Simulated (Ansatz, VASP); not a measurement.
**One calculation of GaAs, two programs**

The input INCAR:

```
SYSTEM = GaAs
PREC = Accurate
ENCUT = 520
EDIFF = 1E-7
ISMEAR = -1
SIGMA = 0.05
LREAL = .FALSE.
LASPH = .TRUE.
NELM = 60
ALGO = Fast
ISIF = 2
LWAVE = .FALSE.
LCHARG = .FALSE.
GGA = PE
```

Contents of KPOINTS:

```
regular mesh
0
G
  8 8 8
  0 0 0
```

The input POSCAR:

```
GaAs
1.0
    0.0000000000      2.8268500000      2.8268500000
    2.7985815000      0.0000000000      2.8268500000
    2.7985815000      2.8268500000      0.0000000000
As Ga
1 1
Direct
    0.7500000000      0.7500000000      0.7500000000
    0.0000000000      0.0000000000      0.0000000000
```

input.yaml

```yaml
crystal:
  lattice:
    - [0.0, 2.82685, 2.82685]
    - [2.7985815, 0.0, 2.82685]
    - [2.7985815, 2.82685, 0.0]
  atoms:
    - { symbol: As, position: [0.75, 0.75, 0.75] }
    - { symbol: Ga, position: [0.0, 0.0, 0.0] }
hamiltonian:
  xc: pbe
  pseudopotentials: { kind: paw }
kpoints:
  mp_grid: { grid: [8, 8, 8] }
scf:
  occupations: { method: fermi_dirac, width: 0.05 }
output:
  forces: true
  stress: true
  eigenvalues: true
```

Change from the starting cell: strain = -0.01.

Alike in both runs: task single point; functional PBE; k mesh 8 × 8 × 8; occupations fermi-dirac, width 0.05 eV; no spin polarisation.

|  | VASP | Ansatz |
| --- | --- | --- |
| version | VASP 6.6.1 | Ansatz 0.2.0 |
| potentials or method | VASP PAW PBE potentials, release 64 (As, Ga_d) | Ansatz PAW |
| plane-wave cutoff (eV) | 520 | 420 |
| valence electrons in the cell | 18 | 28 |

Ansatz gave:

- gap on the k mesh at the Fermi level (eV): 0.55
- least direct gap on the mesh (eV): 0.55
- pressure (GPa): 4.0
- largest component of the traceless stress (GPa): 0.39

**Question.** Which values does VASP return?

**Answer.** gap on the k mesh at the Fermi level (eV): 0.56; least direct gap on the mesh (eV): 0.56; pressure (GPa): 4.3; largest component of the traceless stress (GPa): 0.39.

The functional is the same, so the differences come from potentials, cutoffs and numerics. The two sets of potentials don't hold the same shells in valence.

A k mesh can miss the band edges.
